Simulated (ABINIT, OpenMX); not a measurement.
# Ti: 3 runs at one level of theory

```
Ti
1.0
    -1.64100    1.64100    1.64100
     1.64100   -1.64100    1.64100
     1.64100    1.64100   -1.64100
Ti
1
Direct
  0.00000 0.00000 0.00000
```

This isn't the form of Ti at room conditions, which is hcp.

Alike in all runs: task band structure; functional LDA; k mesh 11 × 11 × 11; occupations fermi-dirac, width 0.05 eV; no spin polarisation; no spin-orbit coupling. LDA stands for any of its common fits. Pressure is positive in compression and, in plane waves, holds the error of the finite cutoff.

```tsv
program and potentials	plane-wave cutoff (eV)	notes	pressure (GPa)
OpenMX, OpenMX 2013 LDA set, Ti7.0-s3p2d2, grid cutoff 400 Ry	-	atomic basis	-11.68
ABINIT, PseudoDojo NC SR LDA v0.4.1 standard	1143	-	-10.90
ABINIT, JTH PAW LDA v2.0	408	-	?
```

Problem. Estimate from the other rows what the run with ABINIT, JTH PAW LDA v2.0 gave.

Solution. Pressure -10.70 GPa. The other rows, which needn't bracket it: pressure -11.68 to -10.90.
